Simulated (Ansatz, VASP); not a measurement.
# Two plane-wave programs on ZnAu

The input POSCAR:

```
ZnAu
1.0
    3.1662052700      0.0000000000      0.0000000000
    0.0000000000      3.1662052700      0.0000000000
    0.0000000000      0.0000000000      3.1662052700
Au Zn
1 1
Direct
    0.0000000000      0.0000000000      0.0000000000
    0.5000000000      0.5000000000      0.5000000000
```

File INCAR.step1:

```
SYSTEM = ZnAu
  PREC = Accurate
  ENCUT = 600
  ISMEAR = -1
  SIGMA = 0.1
  LREAL = .FALSE.
  LASPH = .TRUE.
  NELM = 100
  GGA = PE
  ALGO = Normal
  EDIFF = 1E-4
  LWAVE = .TRUE.
  LCHARG = .FALSE.
```

The input INCAR.step2:

```
SYSTEM = ZnAu
  PREC = Accurate
  ENCUT = 600
  EDIFF = 1E-6
  ISMEAR = -1
  SIGMA = 0.1
  LREAL = .FALSE.
  LASPH = .TRUE.
  NELM = 100
  ALGO = Normal
  ISIF = 3
  LWAVE = .FALSE.
  LCHARG = .FALSE.
  METAGGA = R2SCAN
  LMIXTAU = .TRUE.
  IBRION = 2
  NSW = 60
  EDIFFG = -0.01
  ISTART = 1
```

Contents of KPOINTS:

```
regular mesh
0
G
  11 11 11
  0 0 0
```

Input for Ansatz:

```yaml
crystal:
  lattice:
    - [3.16620527, 0.0, 0.0]
    - [0.0, 3.16620527, 0.0]
    - [0.0, 0.0, 3.16620527]
  atoms:
    - { symbol: Au, position: [0.0, 0.0, 0.0] }
    - { symbol: Zn, position: [0.5, 0.5, 0.5] }
  symmetry: { tolerance: 0.0003 }
kpoints:
  mp_grid: { grid: [11, 11, 11], shift: [0, 0, 0] }
magnetization:
  spin_polarized: false
scf:
  occupations: { method: fermi_dirac }
  lower_state_search: "off"
hamiltonian:
  pseudopotentials: { kind: paw }
  xc: r2scan
basis:
  ecutwfc: 500
  fft_grid_basis: typed
relax:
  max_steps: 40
  cell: { p_target: 0.0 }
output:
  forces: true
  stress: true
  eigenvalues: true
  bader: true
  populations: true
  elf: true
  write_potential: true
  volumetric_format: npy
  dos:
    e_range: [-12, 8]
    de: 0.05
    projected: { site_lists: { Au: [Au], Zn: [Zn] } }
checkpoint:
  read: saved_state
```

Alike in both runs: task relaxation of cell and atoms; functional r2SCAN; k mesh 11 × 11 × 11; no spin polarisation.

|  | VASP | Ansatz |
| --- | --- | --- |
| version | VASP 6.6.1 | Ansatz 0.2.0 |
| potentials or method | VASP PAW PBE potentials, release 64 (Au, Zn) | PAW plane waves |
| plane-wave cutoff (eV) | 600 | 500 |
| occupations | fermi-dirac, width 0.1 eV | fermi-dirac |
| valence electrons in the cell | 23 | 31 |

|  | VASP | Ansatz | Ansatz less VASP |
| --- | --- | --- | --- |
| relaxed volume (Å³/atom) | 15.64 | 15.60 | -0.040 |
| relaxed cell length with the largest relative difference (Å) | 3.151 | 3.148 | -0.0027 |
| energy change over the relaxation (meV/atom) | -2 | -2 | -0.3 |

The two sets of potentials don't hold the same shells in valence.

Caveats: the PAW data sets were made with another functional, which shifts forces and pressure a little (VASP). The runs have no spin-orbit coupling, so splittings on Au are missing.
